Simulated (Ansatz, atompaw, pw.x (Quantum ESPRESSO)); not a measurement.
# Equation-of-state test of one PAW (atompaw) potential (hydrogen (H))

hydrogen, PAW, made with atompaw 4.2.0.5 (PBE, scalar-relativistic). Core none, reference 1s1. Waves: 1s (bound): rc 1.30 bohr; 1s channel at 0.25 Ry: rc 1.30 bohr; 2p channel at 0.5 Ry: rc 1.30 bohr. Local part: bessel scheme, radius 1.20 bohr. Core correction: none. Augmentation charge: sinc compensation charge, radius 1.15 bohr; PAW radius 1.30 bohr; waves and projectors: custom rrkj gramschmidtortho.

Atomic tests: cutoffs needed: 15 Ry and 21 Ry (the cutoffs (Ry, on a coarse ladder) from which the occupation-weighted sum of valence levels, in a spherical-Bessel basis at the reference potential, stays within 10 and 1 mRy of its value at 400 Ry); ghost test: no extra level below or beside the all-electron valence levels (s, p, d, f tested) (spherical-Bessel basis up to 400 Ry, 20 bohr box); lowest eigenvalue of the overlap operator: 0.97 (p channel).

Crystal test: fcc H in pw.x 7.5, no spin, 18³ k-points, Fermi–Dirac smearing 0.01 Ry, cutoffs 40/400 Ry. The reference is all-electron LAPW (Ansatz 0.2.0) with the same functional, mesh and smearing; V0 and B0 come from Birch–Murnaghan fits to the pressures at five volumes. Errors are pseudo minus all-electron; Δ is the rms difference of the E(V) curves that follow from these fits, minima aligned, over ±6 % about the mean V0. Mesh and smearing are coarse, so the numbers serve the comparison and aren't converged zero-temperature values; the lattice is a test structure that the element need not adopt.

| V (Å³/atom) | P all-electron (GPa) | P pseudo (GPa) |
| --- | --- | --- |
| 2.826 | 5.78 | 6.40 |
| 2.901 | 2.63 | 3.20 |
| 2.975 | -0.20 | 0.32 |
| 3.049 | -2.74 | -2.26 |
| 3.124 | -5.03 | -4.58 |

All-electron: a0 = 2.282 Å (V0 = 2.97 Å³/atom), B0 = 107.9 GPa.

Pseudopotential: mean pressure error (GPa): +0.53; a0 (Å): 2.285; a0 error (%): +0.16; B0 error (%): -0.1; Δ (meV/atom): 0.3.

Problem. At the middle volume, how do free energy and pressure move when the wave cutoff is lowered (ecutrho held at 400 Ry)?

Solution.

```json
{"cutoff (Ry)": "18", "shift of F (meV/atom)": "+40.1", "shift of P (GPa)": "-6.04"}
{"cutoff (Ry)": "24", "shift of F (meV/atom)": "+8.9", "shift of P (GPa)": "-1.69"}
{"cutoff (Ry)": "32", "shift of F (meV/atom)": "+0.5", "shift of P (GPa)": "-0.11"}
```

The run at the middle volume (195 k-points, 4 iterations) took about 1.5 s on one core of a shared host (Intel(R) Xeon(R) 6975P-C, 192 threads, 378 GiB, load 55).
